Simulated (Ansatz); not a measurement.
Relaxed sheet of ZrS2, cell area A = 11.529 Å²:

```
CELL_PARAMETERS angstrom
3.64857 0.00000 0.00000
-1.82428 3.15975 0.00000
0.00000 0.00000 31.84151
ATOMIC_POSITIONS crystal
S 0.66667 0.33333 0.45419
Zr 0.00000 0.00000 0.50000
S 0.33333 0.66667 0.54581
```

Level of theory: DFT PBE+D3(BJ), scalar-relativistic, plane waves, PAW in Ansatz 0.2.0. Settings: cutoff 420 eV, Γ-centred mesh 9×9×1 on the computed 3-atom cell, Gaussian smearing of 0.02 eV; no spin polarisation. The sheet is isolated along c (Coulomb cut-off).

Under biaxial strain, atoms relaxed, stress positive in compression; ΔE is the free energy at this smearing, of which the stress is the derivative:

```
strain (%)  σxx (N/m)  σyy (N/m)  ΔE (meV/cell) thickness (Å)
        -2      2.024      2.024          27.93          2.984
        +2     -1.709     -1.709          25.64          2.848
```

(1) Which in-plane elastic constants follow from the stresses?

(2) Do the energies agree?

(3) The unstrained thickness between the outer atoms is 2.917 Å. How does it respond?

## Answers

(1) With εxx = εyy = ε the tension along x is (C11 + C12)ε. The central difference gives C11 + C12 = (2.024 − (-1.709))/0.04 = 93.3 N/m and C22 + C12 = 93.3 N/m. The layer modulus for a change of area, (C11 + C22 + 2C12)/4, is 46.7 N/m.

(2) The second difference [ΔE(−ε) + ΔE(+ε)]/(A·ε²) = (27.93 + 25.64) meV/(11.529 Å² × 0.0004) × 16.02 N/m per eV/Å² = 186.1 N/m should equal C11 + C22 + 2C12 = 186.7 N/m; they differ by 0.3 %, so the two routes agree. The stress in compression and in tension differ in size because of the third-order constants.

(3) d ln t/dε = (2.848 − 2.984)/(2.917 × 0.04) = -1.17: the sheet thins as it is stretched, as its bonds turn towards the plane.

The sheet resists a change of area through both stretching and bending of its Zr–S bonds. The thickness response of -1.17 is weaker than rigid bonds pivoting about Zr would give in this geometry, so the bonds also lengthen under tension and shorten under compression. Rotation nevertheless takes up much of the strain, because the outer sulfur planes are free to move along the normal and the S–Zr–S angles can open or close. This relaxation makes the layer softer than it would be with its thickness held fixed.

In the formal ionic picture, Zr(IV) is d0 and the filled valence states are mainly S 3p with Zr 4d admixture, so the restoring force probably combines polar-covalent Zr–S bonding with repulsion between the sulfur ions. Both stiffen as distances shrink, which fits the larger stress and energy cost in compression. Equal stresses along x and y follow from the trigonal symmetry. Equal biaxial strain fixes only the sum C11 + C12, leaving Young's modulus, the in-plane Poisson ratio and the shear stiffness undetermined.
